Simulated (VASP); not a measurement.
Input of a VASP 6.6.1 run:

Contents of INCAR:

```
SYSTEM = Ru
PREC = Accurate
ENCUT = 520
EDIFF = 1E-8
ISMEAR = -1
SIGMA = 0.03
LREAL = .False.
LASPH = .True.
NELM = 100
ALGO = Normal
ISIF = 2
LWAVE = .False.
LCHARG = .False.
GGA = PE
LEFG = .True.
NBANDS = 21
```

Contents of KPOINTS:

```
regular mesh
0
Gamma
  14 14 8
  0 0 0
```

Contents of POSCAR:

```
Ru
1.0
    2.7057993342      0.0000000000      0.0000000000
   -1.3528996671      2.3432909610      0.0000000000
    0.0000000000      0.0000000000      4.2819000000
Ru
2
Direct
    0.3333333333      0.6666666667      0.2500000000
    0.6666666667      0.3333333333      0.7967082370
```

Potentials or basis: VASP PAW PBE potentials, release 64 (Ru_pv).

Launch:

```console
$ cat potpaw_PBE.64/Ru_pv/POTCAR > POTCAR
$ mpirun -np 1 vasp_std > vasp.out
```

(1) Estimate the largest force.

(2) What does it give for the pressure?

(3) Predict the band gap on the k mesh.

Results:

(1) 2.867 eV/Å.

(2) 12.1 GPa.

(3) none (metal or under the smearing width).

Caveat: forces of over 1 eV/Å show positions far from the minimum, so gaps and moduli don't describe the material at rest.
